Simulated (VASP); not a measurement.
# Ta (P6_3/mmc) in VASP: further runs

Runs on Ta. Level: LDA. Tasks: equation of state.

Program: VASP 6.6.1. These are calculated values, not measurements. Logs are shortened: lines on timing, memory, paths and dates and some standing lists are left out, and cuts for length are marked.

## (1) The structure

It takes space group P6_3/mmc (No. 194, hexagonal). Conventional cell: a = 2.838 Å, b = 2.838 Å, c = 5.091 Å, α = 90.00°, β = 90.00°, γ = 120.00°. Around Ta (site symmetry -6m2) lie 12 Ta at 2.84 to 3.03 Å.

This isn't the form of Ta at room conditions, which is bcc.

## (2) Equation of state, LDA, 17.05 Å³/atom (a relaxed cell with its volume scaled by 0.96)

INCAR reads:

```
PREC = Accurate ; ENCUT = 520
EDIFF = 1E-6 ; ISMEAR = -1
SIGMA = 0.05 ; LREAL = False
LASPH = True ; NELM = 60
ALGO = Fast ; ISIF = 2
LWAVE = False ; LCHARG = False
```

KPOINTS reads:

```
regular mesh
0
Gamma
  10 10 4
```

POSCAR reads:

```
Ta                                      
1.0
    2.7997899482     -0.0000000000      0.0000000000
   -1.3998949741      2.4246892204      0.0000000000
    0.0000000000      0.0000000000      5.0221470363
  Ta            
     2
Direct
     0.3333333332999970    0.6666666667000030    0.2500000000000000
     0.6666666667000030    0.3333333332999970    0.7500000000000000
```

Potentials or basis: VASP PAW LDA potentials, release 64 (Ta_pv).

Launch:

```bash
cat potpaw_LDA.64/Ta_pv/POTCAR > POTCAR
mpirun -np 1 vasp_std > vasp.out
```

OUTCAR:

```text
PREC = Accurate
   ENCUT = 520
   EDIFF = 1E-6
   ISMEAR = -1
   LREAL = False
   LASPH = True
   NELM = 60
   ISIF = 2

 ion  position               nearest neighbor table
   1  0.333  0.667  0.250-   2 2.99   2 2.99   2 2.99   2 2.99   2 2.99   2 2.99
   2  0.667  0.333  0.750-   1 2.99   1 2.99   1 2.99   1 2.99   1 2.99   1 2.99

  LATTYP: Found a hexagonal cell.
 ALAT       =     2.7997899482
 C/A-ratio  =     1.7937585066

  Lattice vectors:

 A1 = (   2.7997899482,   0.0000000000,   0.0000000000)
 A2 = (  -1.3998949741,   2.4246892204,   0.0000000000)
 A3 = (   0.0000000000,   0.0000000000,   5.0221470363)

Analysis of symmetry for initial positions (statically):
=====================================================================
 Subroutine PRICEL returns:
 Original cell was already a primitive cell.

 Routine SETGRP: Setting up the symmetry group for a
 hexagonal supercell.

 Subroutine GETGRP returns: Found 24 space group operations
 (whereof 12 operations were pure point group operations)
 out of a pool of 24 trial point group operations.

The static configuration has the point symmetry D_3d.
 The point group associated with its full space group is D_6h.

Analysis of symmetry for dynamics (positions and initial velocities):
=====================================================================
 Subroutine PRICEL returns:
 Original cell was already a primitive cell.

 Routine SETGRP: Setting up the symmetry group for a
 hexagonal supercell.

 Subroutine GETGRP returns: Found 24 space group operations
 (whereof 12 operations were pure point group operations)
 out of a pool of 24 trial point group operations.

The dynamic configuration has the point symmetry D_3d.
 The point group associated with its full space group is D_6h.

 Subroutine INISYM returns: Found 24 space group operations
 (whereof 12 operations are pure point group operations),
 and found     1 'primitive' translations

----------------------------------------------------------------------------------------

                                     Primitive cell

  volume of cell :      34.0935

  direct lattice vectors                    reciprocal lattice vectors
     2.799789948  0.000000000  0.000000000     0.357169651  0.206211994  0.000000000
    -1.399894974  2.424689220  0.000000000     0.000000000  0.412423989  0.000000000
     0.000000000  0.000000000  5.022147036     0.000000000  0.000000000  0.199118025

  length of vectors
     2.799789948  2.799789948  5.022147036     0.412423989  0.412423989  0.199118025

  position of ions in fractional coordinates (direct lattice)
     0.333333333  0.666666667  0.250000000
     0.666666667  0.333333333  0.750000000

  ion indices of the primitive-cell ions
   primitive index   ion index
                 1           1
                 2           2

----------------------------------------------------------------------------------------

 KPOINTS: regular mesh

Automatic generation of k-mesh.
 Grid dimensions read from file:
 generate k-points for:   10   10    4

 Generating k-lattice:

  Cartesian coordinates                     Fractional coordinates (reciprocal lattice)
     0.035716965  0.020621199  0.000000000     0.100000000  0.000000000  0.000000000
     0.000000000  0.041242399  0.000000000     0.000000000  0.100000000  0.000000000
     0.000000000  0.000000000  0.049779506     0.000000000  0.000000000  0.250000000

  Length of vectors
     0.041242399  0.041242399  0.049779506

  Shift w.r.t. Gamma in fractional coordinates (k-lattice)
     0.000000000  0.000000000  0.000000000

 Subroutine IBZKPT returns following result:
 ===========================================

 Found     42 irreducible k-points:

 Following reciprocal coordinates:
            Coordinates               Weight
  0.000000  0.000000  0.000000      1.000000
  0.100000 -0.000000  0.000000      6.000000
  0.200000 -0.000000  0.000000      6.000000
  0.300000  0.000000  0.000000      6.000000
  0.400000  0.000000  0.000000      6.000000
  0.500000  0.000000  0.000000      3.000000
[... 16 lines left out ...]
  0.300000  0.100000  0.250000     24.000000
  0.400000  0.100000  0.250000     24.000000
 [... further k-points ...]
   k-points           NKPTS =     42   k-points in BZ     NKDIM =     42   number of bands    NBANDS=     15
   number of dos      NEDOS =    301   number of ions     NIONS =      2
   total plane-waves  NPLWV =  23040
   dimension x,y,z NGX =    24 NGY =   24 NGZ =   40
   dimension x,y,z NGXF=    48 NGYF=   48 NGZF=   80
   ions per type =               2
   NGX,Y,Z   is equivalent  to a cutoff of  14.25, 14.25, 13.24 a.u.
   NGXF,Y,Z  is equivalent  to a cutoff of  28.50, 28.50, 26.48 a.u.
 SYSTEM =  unknown system
   PREC   = accura    normal or accurate (medium, high low for compatibility)
   ISTART =      0    job   : 0-new  1-cont  2-samecut
   ICHARG =      2    charge: 1-file 2-atom 10-const
   ISPIN  =      1    spin polarized calculation?
   LNONCOLLINEAR =      F non collinear calculations
   LSORBIT =      F    spin-orbit coupling
   LASPH  =      T    aspherical Exc in radial PAW
   ENCUT  =  520.0 eV  38.22 Ry    6.18 a.u.   5.21  5.21  9.34*2*pi/ulx,y,z
   NELM   =     60;   NELMIN=  2; NELMDL= -5     # of ELM steps
   EDIFF  = 0.1E-05   stopping-criterion for ELM
   LREAL  =      F    real-space projection
   EDIFFG = 0.1E-04   stopping-criterion for IOM
   NSW    =      0    number of steps for IOM
   IBRION =     -1    ionic relax: 0-MD 1-quasi-New 2-CG
   NFREE  =      0    steps in history (QN), initial steepest desc. (CG)
   ISIF   =      2    stress and relaxation
   ISYM   =      2    0-nonsym 1-usesym 2-fastsym
   POTIM  = 0.5000    time-step for ionic-motion
   TEBEG  =    0.0;   TEEND  =   0.0 temperature during run
   PSTRESS=    0.0 pullay stress
   NELECT =      22.0000    total number of electrons
   NUPDOWN=      -1.0000    fix difference up-down
   EMIN   =  10.00;   EMAX   =-10.00  energy-range for DOS
   EFERMI =   0.00;   METHOD = LEGACY
   ISMEAR =    -1;   SIGMA  =   0.05  broadening in eV -4-tet -1-fermi 0-gaus
   EFERMI_NEDOS =   21; number of points for ismear=-14 and -15
   IALGO  =     68    algorithm
   IMIX   =      4    mixing-type and parameters
     AMIX     =   0.40;   BMIX     =  1.00
     AMIX_MAG =   1.60;   BMIX_MAG =  1.00
  volume/ion in A,a.u.               =      17.05       115.04
  Fermi-wavevector in a.u.,A,eV,Ry     =   1.414682  2.673361 27.229671  2.001324
  Thomas-Fermi vector in A             =   2.536199
   LORBIT       =      0    0 simple, 1 ext, 2 COOP (PROOUT), +10 PAW based schemes
   GGA     = CA    functional components
   LHFCALC =     F    Hartree Fock is set to
   AEXX    =    0.0000 exact exchange contribution
   IVDW    =     0    specifies the selected vdW correction
   LEPSILON=     F    determine dielectric tensor
   LRPA    =     F    only Hartree local field effects (RPA)
 non-spin polarized calculation
 RMM-DIIS sequential band-by-band and
  energy-cutoff  :      520.00
  volume of cell :       34.09
 maximum number of plane-waves:       932
 NGX is ok and might be reduce to    24
   NGX = 11   NGY = 11   NGZ = 19

 number of electron      22.0000000 magnetization

 Free energy of the ion-electron system (eV)
  ---------------------------------------------------
  ext. energy  EPLUGINS =         0.00000000
  ---------------------------------------------------
  free energy    TOTEN  =       -25.01498192 eV

  energy without entropy =      -24.99558856  energy(sigma->0) =      -25.00528524

 E-fermi :   6.2725     XC(G=0): -13.0661

 val. band max:        6.2600312012   @ k =   0.3000   0.1000   0.2500
 cond. band min:       6.3050659170   @ k =   0.4000   0.1000   0.2500
 fundamental gap:      0.0450347158
 Fermi energy:         6.2725312427

 k-point     1 :       0.0000    0.0000    0.0000
  band No.  band energies     occupation
      1     -28.0906      2.00000
      2     -26.9536      2.00000
      3     -26.8074      2.00000
      4     -26.8074      2.00000
      5     -26.6979      2.00000
      6     -26.6979      2.00000
      7      -2.1690      2.00000
      8       1.0576      2.00000
      9       5.4720      2.00000
     10       6.5998      0.00287
     11       6.8331      0.00003
     12       6.8331      0.00003
     13       7.4569      0.00000
     14       7.4569      0.00000
     15       9.5654      0.00000

 k-point     2 :       0.1000   -0.0000    0.0000
  band No.  band energies     occupation
      1     -28.0459      2.00000
      2     -26.9577      2.00000
      3     -26.9548      2.00000
      4     -26.8483      2.00000
      5     -26.8466      2.00000
      6     -26.7244      2.00000
      7      -1.7381      2.00000
      8       1.5200      2.00000
      9       5.5228      2.00000
     10       6.0046      1.99064
     11       6.5817      0.00412
     12       7.0665      0.00000
     13       7.2510      0.00000
     14       7.8662      0.00000
     15       8.8952      0.00000

 k-point     3 :       0.2000   -0.0000    0.0000
  band No.  band energies     occupation
      1     -27.9222      2.00000
      2     -27.3327      2.00000
      3     -27.2229      2.00000
      4     -26.9745      2.00000
      5     -26.9454      2.00000
      6     -26.7958      2.00000
      7      -0.6022      2.00000
      8       2.5501      2.00000
      9       4.7810      2.00000
     10       5.2092      2.00000
     11       5.9811      1.99414
     12       7.3346      0.00000
     13       7.7354      0.00000
     14       8.4617      0.00000
     15       8.4779      0.00000

 k-point     4 :       0.3000    0.0000    0.0000
  band No.  band energies     occupation
      1     -27.7826      2.00000
      2     -27.7484      2.00000
      3     -27.6544      2.00000
      4     -27.0622      2.00000
      5     -27.0143      2.00000
      6     -26.8855      2.00000
      7       0.7686      2.00000
      8       2.7418      2.00000
      9       3.5971      2.00000
     10       5.2688      2.00000
     11       5.9521      1.99671
     12       6.7131      0.00030
     13       7.7885      0.00000
     14       8.9678      0.00000
     15      10.3206      0.00000
[... 307 lines left out ...]
 k-point    22 :       0.2000    0.1000    0.2500
  band No.  band energies     occupation
      1     -27.7886      2.00000
      2     -27.5739      2.00000
      3     -27.4547      2.00000
      4     -27.0925      2.00000
      5     -27.0021      2.00000
      6     -26.9244      2.00000
      7       0.7508      2.00000
      8       2.9737      2.00000
      9       3.8604      2.00000
     10       5.0058      2.00000
     11       5.4638      2.00000
     12       6.3751      0.22777
     13       8.0756      0.00000
     14       8.6952      0.00000
     15      10.0682      0.00000

 k-point    23 :       0.3000    0.1000    0.2500
  band No.  band energies     occupation
      1     -27.9989      2.00000
      2     -27.9024      2.00000
      3     -27.4841      2.00000
      4     -27.1729      2.00000
      5     -27.0930      2.00000
      6     -27.0195      2.00000
      7       1.6031      2.00000
      8       2.7220      2.00000
      9       3.5022      2.00000
     10       4.5960      2.00000
     11       6.2600      1.12435
     12       6.7352      0.00019
     13       7.6708      0.00000
     14       9.6035      0.00000
     15      10.6822      0.00000

 k-point    24 :       0.4000    0.1000    0.2500
  band No.  band energies     occupation
      1     -28.2077      2.00000
      2     -28.0979      2.00000
      3     -27.4042      2.00000
      4     -27.2271      2.00000
      5     -27.1618      2.00000
      6     -27.0695      2.00000
      7       1.6826      2.00000
      8       2.4333      2.00000
      9       3.6463      2.00000
     10       4.1159      2.00000
     11       6.3051      0.68567
     12       7.6246      0.00000
     13       7.9336      0.00000
     14      10.5576      0.00000
     15      11.4645      0.00000

 [... further k-points ...]

------------------------ aborting loop because EDIFF is reached ----------------------------------------

  FORCE on cell =-STRESS in cart. coord.  units (eV):
  Direction    XX          YY          ZZ          XY          YZ          ZX
  --------------------------------------------------------------------------------------
  -------------------------------------------------------------------------------------
  Total        2.0305865      2.0305865      1.8789130      0.0000000      0.0000000     -0.0000000
  in kB       95.4247679     95.4247679     88.2970719      0.0000000      0.0000000     -0.0000000
  external PRESSURE =      93.0488692 kB  Pullay stress =       0.0000000 kB

 VOLUME and BASIS-vectors are now :
 -----------------------------------------------------------------------------
  energy-cutoff  :      520.00
  volume of cell :       34.09
      direct lattice vectors                 reciprocal lattice vectors
     2.799789948  0.000000000  0.000000000     0.357169651  0.206211994  0.000000000
    -1.399894974  2.424689220  0.000000000     0.000000000  0.412423989  0.000000000
     0.000000000  0.000000000  5.022147036     0.000000000  0.000000000  0.199118025

 POSITION                                       TOTAL-FORCE (eV/Angst)
 -----------------------------------------------------------------------------------
     -0.00000      1.61646      1.25554         0.000000      0.000000      0.000000
      1.39989      0.80823      3.76661        -0.000000     -0.000000      0.000000
 -----------------------------------------------------------------------------------
    total drift:                               -0.000000      0.000000     -0.000000

  FREE ENERGIE OF THE ION-ELECTRON SYSTEM (eV)
  ---------------------------------------------------
  free  energy   TOTEN  =       -25.0149819210 eV

  energy  without entropy=      -24.9955885579  energy(sigma->0) =      -25.00528524
```

Wall time 15 s (1 thread of Intel Xeon Platinum 8488C (Sapphire Rapids), shared host); peak memory 0.14 GiB.

Results:

```yaml
Free_energy: -25.0150 eV
Pressure: 9.3 GPa
Band_gap_on_the_k_mesh: none (metal or under the smearing width)
```

## (3) Equation of state, LDA, 17.40 Å³/atom (a relaxed cell with its volume scaled by 0.98)

INCAR is that of step 2.

KPOINTS is that of step 2.

POSCAR reads:

```
Ta                                      
1.0
    2.8190994546     -0.0000000000      0.0000000000
   -1.4095497273      2.4414117435      0.0000000000
    0.0000000000      0.0000000000      5.0567836276
  Ta            
     2
Direct
     0.3333333332999970    0.6666666667000030    0.2500000000000000
     0.6666666667000030    0.3333333332999970    0.7500000000000000
```

Potentials or basis: VASP PAW LDA potentials, release 64 (Ta_pv).

Launch:

```bash
cat potpaw_LDA.64/Ta_pv/POTCAR > POTCAR
mpirun -np 1 vasp_std > vasp.out
```

Wall time 16 s (1 thread of Intel Xeon Platinum 8488C (Sapphire Rapids), shared host); peak memory 0.14 GiB.

It converged, with:

```
Free energy            : -25.0455 eV
Pressure               : 4.4 GPa
Band gap on the k mesh : none (metal or under the smearing width)
```

## (4) Equation of state, LDA, 17.76 Å³/atom

INCAR is that of step 3.

KPOINTS is that of step 3.

POSCAR reads:

```
Ta                                      
1.0
    2.8381480017     -0.0000000000      0.0000000000
   -1.4190740009      2.4579082692      0.0000000000
    0.0000000000      0.0000000000      5.0909521211
  Ta            
     2
Direct
     0.3333333332999970    0.6666666667000030    0.2500000000000000
     0.6666666667000030    0.3333333332999970    0.7500000000000000
```

Launch:

```bash
cat potpaw_LDA.64/Ta_pv/POTCAR > POTCAR
mpirun -np 1 vasp_std > vasp.out
```

Wall time 18 s (1 thread of Intel Xeon Platinum 8488C (Sapphire Rapids), shared host); peak memory 0.14 GiB.

It converged, with:

```yaml
Free_energy: -25.0552 eV
Pressure: 0.0 GPa
Band_gap_on_the_k_mesh: none (metal or under the smearing width)
```

## (5) Equation of state, LDA, 18.11 Å³/atom (a relaxed cell with its volume scaled by 1.02)

INCAR is that of step 4.

KPOINTS is that of step 4.

POSCAR reads:

```
Ta                                      
1.0
    2.8569442316     -0.0000000000      0.0000000000
   -1.4284721158      2.4741862818      0.0000000000
    0.0000000000      0.0000000000      5.1246680183
  Ta            
     2
Direct
     0.3333333332999970    0.6666666667000030    0.2500000000000000
     0.6666666667000030    0.3333333332999970    0.7500000000000000
```

Launch:

```bash
cat potpaw_LDA.64/Ta_pv/POTCAR > POTCAR
mpirun -np 1 vasp_std > vasp.out
```

It took 21 s on 1 thread of Intel Xeon Platinum 8488C (Sapphire Rapids), shared host; peak memory 0.15 GiB.

Results (log left out):

* Free energy: -25.0461 eV
* Pressure: -4.1 GPa
* Band gap on the k mesh: none (metal or under the smearing width)

## (6) Equation of state, LDA, 18.47 Å³/atom (a relaxed cell with its volume scaled by 1.04)

INCAR is that of step 5.

KPOINTS is that of step 5.

POSCAR reads:

```
Ta                                      
1.0
    2.8754963374     -0.0000000000      0.0000000000
   -1.4377481687      2.4902528767      0.0000000000
    0.0000000000      0.0000000000      5.1579460159
  Ta            
     2
Direct
     0.3333333332999970    0.6666666667000030    0.2500000000000000
     0.6666666667000030    0.3333333332999970    0.7500000000000000
```

Potentials or basis: VASP PAW LDA potentials, release 64 (Ta_pv).

Launch:

```bash
cat potpaw_LDA.64/Ta_pv/POTCAR > POTCAR
mpirun -np 1 vasp_std > vasp.out
```

It took 22 s on 1 thread of Intel Xeon Platinum 8488C (Sapphire Rapids), shared host; peak memory 0.15 GiB.

Results (log left out):

```
Free energy            : -25.0200 eV
Pressure               : -7.8 GPa
Band gap on the k mesh : none (metal or under the smearing width)
```

## (7) Equation of state, LDA

This step only gathers the single runs of the series.

Results:

* Equilibrium volume: 17.76 Å³/atom
* Bulk modulus at fixed shape and positions: 212 GPa
* Pressure derivative of the bulk modulus: 3.8 (rough: it moves with the points fitted)

Energy against volume, from the lowest point:
```csv
volume (Å³/atom),energy (meV/atom)
17.047,20.11
17.402,4.87
17.757,0.00
18.112,4.54
18.467,17.62
```

Caveat: the cell was scaled at fixed shape and fractional positions, which overstates the stiffness of a crystal with free parameters, most of all of layers and chains. The run has no spin-orbit coupling, so splittings on Ta are missing.
